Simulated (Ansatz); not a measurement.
AlN in the rocksalt structure, relaxed with r2SCAN in Ansatz 0.2.0: space group Fm-3m (No. 225), cubic; conventional cell a = 4.038 Å, 8.23 Å³ an atom. Al is surrounded by 6 N at 2.02 Å; N is surrounded by 6 Al at 2.02 Å. The primitive cell holds 2 atoms in 16.46 Å³. Values at 0 K without nuclear motion; spin polarisation is off, and the phase may be a hypothetical one.

Computed values: PBE gives a gap of 4.67 eV and PBE0 (25 % exact exchange) 6.83 eV; one over PBE's mean ε∞ is 0.196. r2SCAN gives 5.52 eV and r2SCAN0 (25 %) 7.40 eV. HSE06 (8×8×8) gives a least gap of 6.08 eV and a least direct gap of 7.27 eV. r2SCAN's ε∞ is 4.75. On the PBEsol cell (Ω = 16.55 Å³ for two atoms) PBEsol gives ω_TO = 463.0 cm⁻¹, Z* = ±2.969 and ε∞ = 5.170.

Task: What is the density?

Result: The cell holds 1 Al, 1 N: M = 1×26.982 + 1×14.007 = 40.99 u in V = 16.46 Å³. ρ = 1.66054 × M/V = 1.66054 × 40.99/16.46 = 4.135 g/cm³, for the static r2SCAN lattice.

Task: Taking the gap as linear in the share of unscreened exchange, estimate the gap of the hybrid whose share is 1/ε∞.

Result: The slope is (6.83 − 4.67)/0.25 = 8.64 eV per unit share, so E_g ≈ 4.67 + 8.64 × 0.196 = 6.36 eV. The run with that share gives 6.35 eV (8×8×8 mesh), -0.01 eV from the straight line.

Task: Interpolate to r2SCANh, with 10 % exact exchange.

Result: 5.52 + (7.40 − 5.52) × 0.10/0.25 = 6.27 eV; the run gives 6.27 eV (0.00 eV against the interpolation).

Task: At what wavelength does absorption set in by HSE06, excitons left aside?

Result: λ = 1239.84 eV nm/E: 204 nm for the least gap, where it needs phonons and is weak, and 171 nm for direct transitions. That lies in the ultraviolet, so by this gap the crystal is transparent to visible light.

Task: What refractive index and reflectivity at normal incidence follow, below the gap and above the phonons?

Result: n = √4.75 = 2.179; R = ((n − 1)/(n + 1))² = (1.179/3.179)² = 13.8 % a face.

Task: Work out the longitudinal frequency.

Result: ω_LO² − ω_TO² = 4π Z*² e²/(ε∞ μ Ω), with μ = 26.98×14.01/40.99 = 9.222 u and e² = 14.400 eV Å; √(eV/(u Å²)) is 521.47 cm⁻¹. That gives 5.5e+05 cm⁻², so ω_LO = √(463.0² + 5.5e+05) = 874.1 cm⁻¹; the program prints 874.2.

Task: What static dielectric constant follows from Lyddane-Sachs-Teller, and how strong is the polar coupling 1/ε∞ − 1/ε⁰?

Result: ε⁰ = ε∞ (ω_LO/ω_TO)² = 5.170 × (874.1/463.0)² = 18.43 (the run: 18.44). 1/ε∞ − 1/ε⁰ = 0.1934 − 0.0543 = 0.1392, the factor that enters the Fröhlich constant.

The meshes of the hybrids are coarse, so their gaps aren't converged to the digits shown.
